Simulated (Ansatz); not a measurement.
Abridged Ansatz (a quantum-chemistry and plane-wave program) output:

```
Relaxation: its limit of steps is 50 (relax.max_steps)
Pseudopotential: Te, paw, valence charge 16
Pseudopotential: Zn, paw, valence charge 12
Crystal: 2 atoms, lattice volume = 53.647 Å³
Basis set: ecut = 500 eV, 1363 PW (Γ), exchange–correlation on 128×128×128 points (64 copies of the dense FFT grid, shifted against one another)
Bands: 18, of which v1, the nominal top of the filled ones, is band 14 counted from 1 (13 counted from 0)
Symmetry: 24 space group operations
k-points: 35 of 729 (time reversal used)
Functional: x = r2scan, c = r2scan; τ floored in thin density (d = 2e-4 eV/Å³)
SCF iter   1: F=—  HF=-10321.626408 eV  |F-HF|=—  |Δ(HF+E_count)|=         —  Δρ=3.73e-2  dr2=3.73e-1  dr2_τ=6.32e-3  ethr=1.32e-3  ⟨swp⟩=1.0  Hψ=4769  notcnv=0
SCF iter   2: F=—  HF=-10321.675138 eV  |F-HF|=—  |Δ(HF+E_count)|=   4.87e-2  Δρ=1.30e-2  dr2=7.02e-2  dr2_τ=7.44e-4  ethr=1.32e-3  ⟨swp⟩=3.2  Hψ=1197  notcnv=0
SCF 1 converged in 9 iterations: F = -10321.678529 eV  dr2 = 1.74e-12
relax step   1: F+E_penalty+E_count = -10321.67852869 eV  Δ(F+E_penalty+E_count) = +0.000e0 eV  max|allowed force component| = 1.758e-16 eV/Å  Δτ_max = 0.0000 Å  (9 SCF iters, accepted)
Crystal: 2 atoms, lattice volume = 53.647 Å³
SCF iter   1: F=—  HF=-10321.678529 eV  |F-HF|=—  |Δ(HF+E_count)|=         —  Δρ=8.22e-8  dr2=1.74e-12  dr2_τ=5.24e-14  ethr=1.00e-12  ⟨swp⟩=2.6  Hψ=4103  notcnv=0
SCF iter   2: F=-10321.678529 eV  HF=-10321.678529 eV  |F-HF|=3.64e-12  |Δ(HF+E_count)|=  3.64e-12  Δρ=3.89e-8  dr2=3.24e-13  dr2_τ=8.29e-15  ethr=1.00e-12  ⟨swp⟩=3.0  Hψ=1636  notcnv=0
SCF 2 converged in 2 iterations: F = -10321.678529 eV  dr2 = 3.24e-13
SCF converged after 2 iterations
Free energy (F): -10321.678529 eV
Internal energy: -10321.678529 eV  (E = F + TS)
E sigma→0 (E₀):  -10321.678529 eV
Fermi energy:    8.615096 eV
--- Forces (eV/Å), atoms counted from 1 ---
  atom   1  Te     0.00000000    -0.00000000     0.00000000
  atom   2  Zn    -0.00000000     0.00000000    -0.00000000
--- Stress (GPa, compression-positive) ---
        3.642225      -0.000000      -0.000000
       -0.000000       3.642225       0.000000
       -0.000000       0.000000       3.642225
  P = ⅓ Tr σ = 3.6422 GPa (36.422 kbar)
--- Relaxed structure (1 steps of the walk, 1 accepted, 0 SCFs on fresh bases) ---
  atoms:
    - { symbol: Te, position: [0.75, 0.75, 0.75] }
    - { symbol: Zn, position: [0.0, 0.0, 0.0] }
```

Task: What was computed, and what are the main results?

Result: ZnTe, 2 atoms in the cell, with r2SCAN, PAW, 500 eV (Ansatz; scalar-relativistic without spin-orbit coupling), earlier PAW set. The last SCF converged to F = -10321.678529 eV, or -5160.8393 eV per atom, at a pressure of 3.64 GPa. The total energy compares only with runs of the same code, potentials and settings.

Spin-orbit coupling, missing from the scalar runs, can matter with Te. The cells carry an imposed strain or load. Whether these cells are dynamically stable was not tested. The cell was made from ZnTe in the zinc blende structure (space group F-43m, No. 216) by this change: isotropic strain −2.09 %.

Keys are those of Ansatz 0.2.
